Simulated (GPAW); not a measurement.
The system is Al.

```
Al
1.0
     4.49160    0.00000    0.00000
    -2.24580    3.88984    0.00000
     0.00000    0.00000    2.72260
Al
2
Cartesian
  0.0000 2.5932 0.0000
  2.2458 1.2966 0.0000
```

The cell was built by a generator and needn't be a form met in nature.

Base run:

```yaml
Program: GPAW 26.7.0
Functional: PW91
Potentials_or_basis: PAW data sets generated in the run's folder for this functional
Cutoff: 600 eV
Basis: pw
k_mesh: 7 × 7 × 10
Occupations: fermi-dirac, width 0.05 eV
Spin: no spin polarisation
```

Its results: band gap on the k mesh none (metal or under the smearing width); pressure 1.8 GPa.

**Question.** The run is repeated on the same cell with these changes: functional from PW91 to PBEsol. What comes out?

**Answer.** Band gap on the k mesh none (metal or under the smearing width); pressure 0.6 GPa.

PBEsol binds more tightly than PW91, so the same cell stands under less pressure.

Not every run made on this cell is shown here.
